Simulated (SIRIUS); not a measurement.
TePb under changes of volume

One of the cells (34.404 Å³/atom); the others are scaled copies at fixed shape and fractional positions:

```
Pb Te
1.0
     0.00000    3.25240    3.25240
     3.25240    0.00000    3.25240
     3.25240    3.25240    0.00000
Pb Te
1 1
Direct
  0.00000 0.00000 0.00000
  0.50000 0.50000 0.50000
```

```yaml
Program: SIRIUS 7.12.0
Functional: PBEsol
Potentials_or_basis: PseudoDojo 0.4.1 PBEsol standard (scalar relativistic)
Cutoff: 1102 eV
Density_cutoff: 4408 eV
k_mesh: 7 × 7 × 7
Occupations: fermi-dirac, width 0.05 eV
Spin: no spin polarisation
```

```tsv
volume (Å³/atom)	energy over the lowest point (meV/atom)	pressure (GPa)
31.706	13.33	2.7
32.380	4.39	1.5
33.055	0.00	0.5
34.404	3.01	-1.2
35.079	9.60	-1.9
35.753	?	?
```

Q: What does the run at 35.753 Å³/atom give?

A: Energy over the lowest point 19.09 meV/atom; pressure -2.6 GPa.

Worked out: A Birch-Murnaghan fit of order 3 (a polynomial in V^(-2/3)) to the other rows has its minimum at 33.44 Å³/atom with B0 = V·E''(V) = 45 GPa and B' = 4.5. It gives 19.09 meV/atom at 35.753 Å³/atom, against the run's 19.09, and -dE/dV = -2.6 GPa, against -2.6.

Energies are extrapolated to zero smearing.
